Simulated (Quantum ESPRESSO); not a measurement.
# GaN (P1) in Quantum ESPRESSO: convergence with k mesh

Aim: find how far k mesh must go before the results for GaN settle, at PBE. This setting moves, with any that are tied to it; all else stays.

Everything below comes from runs of Quantum ESPRESSO 7.5. Logs are shortened: lines on timing, memory, paths and dates and some standing lists are left out, and cuts for length are marked.

**1. The cell of the first run**

The typed cell holds 4 atoms: a = 3.180 Å, b = 3.180 Å, c = 5.166 Å, α = 90.00°, β = 90.00°, γ = 120.00°.

The cell isn't the ideal one: atoms moved at random, drawn with an rms of 0.05 Å.

**2. With k mesh 1 × 1 × 1**

The input, pw.in:

```
&CONTROL
  calculation = 'scf'
  prefix = 'pwscf'
  outdir = './tmp'
  pseudo_dir = './pseudo'
  tprnfor = .true.
  tstress = .true.
  disk_io = 'nowf'
/
&SYSTEM
  ibrav = 0
  nat = 4
  ntyp = 2
  ecutwfc = 40
  ecutrho = 240
  nbnd = 26
  occupations = 'smearing'
  smearing = 'fd'
  degauss = 0.00999582
/
&ELECTRONS
  conv_thr = 8d-10
  electron_maxstep = 120
  mixing_beta = 0.5
/
ATOMIC_SPECIES
Ga    69.7230 Ga.GGA_PBE-JTH.UPF
N     14.0070 N.GGA_PBE-JTH.UPF
CELL_PARAMETERS angstrom
   3.1800000000    0.0000000000    0.0000000000
  -1.5900000000    2.7539607840    0.0000000000
   0.0000000000    0.0000000000    5.1660000000
ATOMIC_POSITIONS crystal
Ga     0.6779320000    0.3377420000    0.4989470000
Ga     0.3459920000    0.6697240000    0.0105920000
N      0.6702470000    0.3425430000    0.8761860000
N      0.3341970000    0.6529300000    0.3742130000
K_POINTS automatic
1 1 1 0 0 0
```

Potentials or basis: JTH 2.0 PBE.

On the command line:

```sh
> OMP_NUM_THREADS=1 pw.x -in pw.in > pw.out
```

pw.out:

```text
This program is part of the open-source Quantum ESPRESSO suite
     for quantum simulation of materials; please cite
         "P. Giannozzi et al., J. Phys.:Condens. Matter 21 395502 (2009);
         "P. Giannozzi et al., J. Phys.:Condens. Matter 29 465901 (2017);
         "P. Giannozzi et al., J. Chem. Phys. 152 154105 (2020);
     in publications or presentations arising from this work. More details at

     file Ga.GGA_PBE-JTH.UPF: wavefunction(s)  0S 4P 0P 3D 0D renormalized
     file N.GGA_PBE-JTH.UPF: wavefunction(s)  0S 0P renormalized

     G-vector sticks info
     --------------------
     sticks:   dense  smooth     PW     G-vecs:    dense   smooth      PW
     Sum         595     397     97                19123    10407    1303

     Using Slab Decomposition

     bravais-lattice index     =            0
     lattice parameter (alat)  =       6.0093  a.u.
     unit-cell volume          =     305.3064 (a.u.)^3
     number of atoms/cell      =            4
     number of atomic types    =            2
     number of electrons       =        36.00
     number of Kohn-Sham states=           26
     kinetic-energy cutoff     =      40.0000  Ry
     charge density cutoff     =     240.0000  Ry
     scf convergence threshold =      8.0E-10
     mixing beta               =       0.5000
     number of iterations used =            8  plain     mixing
     Exchange-correlation= SLA PW PBX PBC
                           (   1   4   3   4   0   0   0)

     celldm(1)=   6.009329  celldm(2)=   0.000000  celldm(3)=   0.000000
     celldm(4)=   0.000000  celldm(5)=   0.000000  celldm(6)=   0.000000

     crystal axes: (cart. coord. in units of alat)
               a(1) = (   1.000000   0.000000   0.000000 )
               a(2) = (  -0.500000   0.866025   0.000000 )
               a(3) = (   0.000000   0.000000   1.624528 )

     reciprocal axes: (cart. coord. in units 2 pi/alat)
               b(1) = (  1.000000  0.577350 -0.000000 )
               b(2) = (  0.000000  1.154701  0.000000 )
[... 34 lines left out ...]
   Cartesian axes

     site n.     atom                  positions (alat units)
         1        Ga     tau(   1) = (   0.5090610   0.2924932   0.8105535  )
         2        Ga     tau(   2) = (   0.0111300   0.5799980   0.0172070  )
         3        N      tau(   3) = (   0.4989755   0.2966509   1.4233890  )
         4        N      tau(   4) = (   0.0077320   0.5654540   0.6079196  )

     number of k points=     1  Fermi-Dirac smearing, width (Ry)=  0.0100
                       cart. coord. in units 2pi/alat
        k(    1) = (   0.0000000   0.0000000   0.0000000), wk =   2.0000000

     Dense  grid:    19123 G-vectors     FFT dimensions: (  30,  30,  50)

     Smooth grid:    10407 G-vectors     FFT dimensions: (  25,  25,  40)

     Check: negative core charge=   -0.000018

     Initial potential from superposition of free atoms

     starting charge      35.9941, renormalised to      36.0000
     Starting wfcs are   52 randomized atomic wfcs

     Self-consistent Calculation

     iteration #  1     ecut=    40.00 Ry     beta= 0.50
     Davidson diagonalization with overlap
     ethr =  1.00E-02,  avg # of iterations =  2.0

     total energy              =    -610.51338234 Ry
     estimated scf accuracy    <       2.29124875 Ry
[... 64 lines left out ...]
     iteration # 11     ecut=    40.00 Ry     beta= 0.50
     Davidson diagonalization with overlap
     ethr =  8.68E-12,  avg # of iterations =  3.0

     End of self-consistent calculation

          k = 0.0000 0.0000 0.0000 (  1303 PWs)   bands (ev):

    -4.2978  -3.7678  -3.0152  -2.9739  -2.9721  -2.8364  -2.8313  -2.7907
    -2.7790  -2.6426  -2.6228  -0.4526   4.1150  11.0414  11.2948  12.2202
    12.5124  12.5851  13.6535  15.6093  20.6551  20.7075  21.2174  21.8024
    22.5844  23.1668

     the Fermi energy is    13.1544 ev

!    total energy              =    -611.17138006 Ry
     total all-electron energy =      -611.171380 Ry
     estimated scf accuracy    <          3.6E-10 Ry
     smearing contrib. (-TS)   =      -0.00505619 Ry
     internal energy E=F+TS    =    -611.16632387 Ry

     The total energy is F=E-TS. E is the sum of the following terms:
     one-electron contribution =    -181.85727900 Ry
     hartree contribution      =      94.77544421 Ry
     xc contribution           =     -48.40364051 Ry
     ewald contribution        =    -233.86624212 Ry
     one-center paw contrib.   =    -241.81460646 Ry

     convergence has been achieved in  11 iterations

     Forces acting on atoms (cartesian axes, Ry/au):

     atom    1 type  1   force =    -0.00359982   -0.00767860    0.09342861
     atom    2 type  1   force =    -0.00921078    0.00211658    0.03144009
     atom    3 type  2   force =     0.00958924   -0.00348618   -0.06511154
     atom    4 type  2   force =     0.00322137    0.00904820   -0.05975716

     Total force =     0.133736     Total SCF correction =     0.000059

     Computing stress (Cartesian axis) and pressure

          total   stress  (Ry/bohr**3)                   (kbar)     P=      338.27
   0.00298721  -0.00005777  -0.00003514          439.43       -8.50       -5.17
  -0.00005777   0.00278299  -0.00002379           -8.50      409.39       -3.50
  -0.00003514  -0.00002379   0.00112841           -5.17       -3.50      166.00

=------------------------------------------------------------------------------=
   JOB DONE.
=------------------------------------------------------------------------------=
```

It took 6.6 s on 1 thread of Intel Xeon 6975P-C (Granite Rapids), shared host; peak memory 0.11 GiB.

What came out:

```yaml
Free_energy: -8315.4102 eV
Largest_force: 2.412 eV/Å
Band_gap_on_the_k_mesh: 1.07 eV, direct
```

**3. With k mesh 2 × 2 × 1**

Edit pw.in of step 2 so:

```diff
@@ -38,2 +38,2 @@
 K_POINTS automatic
-1 1 1 0 0 0
+2 2 1 0 0 0
```

Potentials or basis: JTH 2.0 PBE.

On the command line:

```sh
> OMP_NUM_THREADS=1 pw.x -in pw.in > pw.out
```

Wall time 6.7 s (1 thread of Intel Xeon 6975P-C (Granite Rapids), shared host); peak memory 0.11 GiB.

What came out:

```
Free energy            : -8331.0391 eV
Largest force          : 1.457 eV/Å
Band gap on the k mesh : 1.74 eV, direct
```

**4. With k mesh 4 × 4 × 2**

Edit pw.in of step 3 so:

```diff
@@ -38,2 +38,2 @@
 K_POINTS automatic
-2 2 1 0 0 0
+4 4 2 0 0 0
```

On the command line:

```sh
> OMP_NUM_THREADS=1 pw.x -in pw.in > pw.out
```

It took 11 s on 1 thread of Intel Xeon 6975P-C (Granite Rapids), shared host; peak memory 0.12 GiB.

What came out:

* Free energy: -8332.1789 eV
* Largest force: 1.519 eV/Å
* Band gap on the k mesh: 1.83 eV, direct

**5. With k mesh 5 × 5 × 2**

Edit pw.in of step 4 so:

```diff
@@ -38,2 +38,2 @@
 K_POINTS automatic
-4 4 2 0 0 0
+5 5 2 0 0 0
```

On the command line:

```sh
> OMP_NUM_THREADS=1 pw.x -in pw.in > pw.out
```

Run time: 12 s. Hardware: 1 thread of Intel Xeon 6975P-C (Granite Rapids), shared host; peak memory 0.12 GiB.

What came out:

```yaml
Free_energy: -8332.2292 eV
Largest_force: 1.522 eV/Å
Band_gap_on_the_k_mesh: 1.84 eV, direct
```

**6. With k mesh 6 × 6 × 3**

Edit pw.in of step 5 so:

```diff
@@ -38,2 +38,2 @@
 K_POINTS automatic
-5 5 2 0 0 0
+6 6 3 0 0 0
```

Potentials or basis: JTH 2.0 PBE.

On the command line:

```sh
> OMP_NUM_THREADS=1 pw.x -in pw.in > pw.out
```

It took 18 s on 1 thread of Intel Xeon 6975P-C (Granite Rapids), shared host; peak memory 0.14 GiB.

Results (log left out):

| Property | Result |
| --- | --- |
| Free energy | -8332.2392 eV |
| Largest force | 1.519 eV/Å |
| Band gap on the k mesh | 1.84 eV, direct |

**7. With k mesh 7 × 7 × 4**

Edit pw.in of step 6 so:

```diff
@@ -38,2 +38,2 @@
 K_POINTS automatic
-6 6 3 0 0 0
+7 7 4 0 0 0
```

On the command line:

```sh
> OMP_NUM_THREADS=1 pw.x -in pw.in > pw.out
```

Wall time 28 s (1 thread of Intel Xeon 6975P-C (Granite Rapids), shared host); peak memory 0.16 GiB.

Results (log left out):

| Quantity | Value |
| --- | --- |
| Free energy | -8332.2445 eV |
| Largest force | 1.520 eV/Å |
| Band gap on the k mesh | 1.84 eV, direct |

**8. With k mesh 8 × 8 × 4**

Edit pw.in of step 7 so:

```diff
@@ -38,2 +38,2 @@
 K_POINTS automatic
-7 7 4 0 0 0
+8 8 4 0 0 0
```

On the command line:

```sh
> OMP_NUM_THREADS=1 pw.x -in pw.in > pw.out
```

It took 35 s on 1 thread of Intel Xeon 6975P-C (Granite Rapids), shared host; peak memory 0.18 GiB.

The run converged. Its results:

| Quantity | Value |
| --- | --- |
| Free energy | -8332.2457 eV |
| Largest force | 1.520 eV/Å |
| Band gap on the k mesh | 1.84 eV, direct |

**9. With k mesh 10 × 10 × 5**

Edit pw.in of step 8 so:

```diff
@@ -38,2 +38,2 @@
 K_POINTS automatic
-8 8 4 0 0 0
+10 10 5 0 0 0
```

Potentials or basis: JTH 2.0 PBE.

On the command line:

```sh
> OMP_NUM_THREADS=1 pw.x -in pw.in > pw.out
```

It took 61 s on 1 thread of Intel Xeon 6975P-C (Granite Rapids), shared host; peak memory 0.24 GiB.

It converged, with:

```yaml
Free_energy: -8332.2461 eV
Largest_force: 1.520 eV/Å
Band_gap_on_the_k_mesh: 1.84 eV, direct
```

**10. With k mesh 11 × 11 × 6**

Edit pw.in of step 9 so:

```diff
@@ -38,2 +38,2 @@
 K_POINTS automatic
-10 10 5 0 0 0
+11 11 6 0 0 0
```

On the command line:

```sh
> OMP_NUM_THREADS=1 pw.x -in pw.in > pw.out
```

It took 86 s on 1 thread of Intel Xeon 6975P-C (Granite Rapids), shared host; peak memory 0.3 GiB.

The run converged. Its results:

- Free energy: -8332.2459 eV
- Largest force: 1.520 eV/Å
- Band gap on the k mesh: 1.84 eV, direct

**11. Summary**

```tsv
k mesh	energy less the tightest run, at zero smearing (meV/atom)	largest force (eV/Å)	gap on the mesh (eV)	SCF cycles	CPU time (s)	peak memory (GiB)
1 × 1 × 1	4217.52	2.412	1.068	11	6.6	0.11
2 × 2 × 1	301.97	1.457	1.742	10	6.7	0.11
4 × 4 × 2	16.79	1.519	1.832	10	11	0.12
5 × 5 × 2	4.20	1.522	1.839	10	12	0.12
6 × 6 × 3	1.70	1.519	1.840	10	18	0.14
7 × 7 × 4	0.37	1.520	1.841	10	28	0.16
8 × 8 × 4	0.06	1.520	1.841	10	35	0.18
10 × 10 × 5	-0.04	1.520	1.842	10	61	0.24
11 × 11 × 6	0.00	1.520	1.842	10	86	0.3
```

Against the tightest run, the energy stays within 1 meV/atom from 7 × 7 × 4 on; the largest force stays within 0.005 eV/Å from 4 × 4 × 2 on; the gap on the mesh stays within 0.01 eV from 4 × 4 × 2 on. Meshes of other sizes hit other points, so gaps and Fermi surfaces needn't settle smoothly. The tightest run that finished is the yardstick and may itself not be fully converged.

Caveats: the cutoff is low for these files, which shifts pressure and relaxed volume.
